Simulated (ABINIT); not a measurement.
Input of an ABINIT 10.8.3 (patched build) run:

run.abi

```
ndtset 7
getwfk -1
scalecart1 3*0.9795861087
scalecart2 3*0.9864848297
scalecart3 3*0.9932883884
scalecart4 3*1.0000000000
scalecart5 3*1.0066227096
scalecart6 3*1.0131594038
scalecart7 3*1.0196128224

pp_dirpath "./"
pseudos "S.GGA_PBE-JTH.xml, Mg.GGA_PBE-JTH.xml"

acell 6.9528480039 6.9528480039 6.9528480039
rprim
     0.0000000000     0.7071067812     0.7071067812
     0.7071067812     0.0000000000     0.7071067812
     0.7071067812     0.7071067812     0.0000000000
ntypat 2
znucl 16 12
natom 2
typat 1 2
xred
     0.5000000000     0.5000000000     0.5000000000
     0.0000000000     0.0000000000     0.0000000000

ecut 24.0
pawecutdg 46.0

kptopt 1
ngkpt 9 9 9
nshiftk 1
shiftk 0.0 0.0 0.0

ixc -497498
usekden 1
pawxcdev 0

nband 12
occopt 3
tsmear 0.05 eV

nstep 100
tolvrs 1.0e-7

iomode 3
prtwf 1
prtden 0
prteig 0
prtebands 0
```

Potentials or basis: JTH PAW PBE v2.0.

Command:

```console
$ abinit run.abi > log 2>&1
```

(1) What does it give for the bulk modulus?

(2) What does it give for the pressure derivative of the bulk modulus?

(3) What does it give for the equilibrium volume?

Answers

(1) 80 GPa.

(2) 3.9 (rough: it moves with the points fitted).

(3) 17.65 Å³/atom.

Caveat: pressures at fixed basis lie under the slope of the energies; the PAW data sets were made with another functional, which shifts forces and pressure a little.
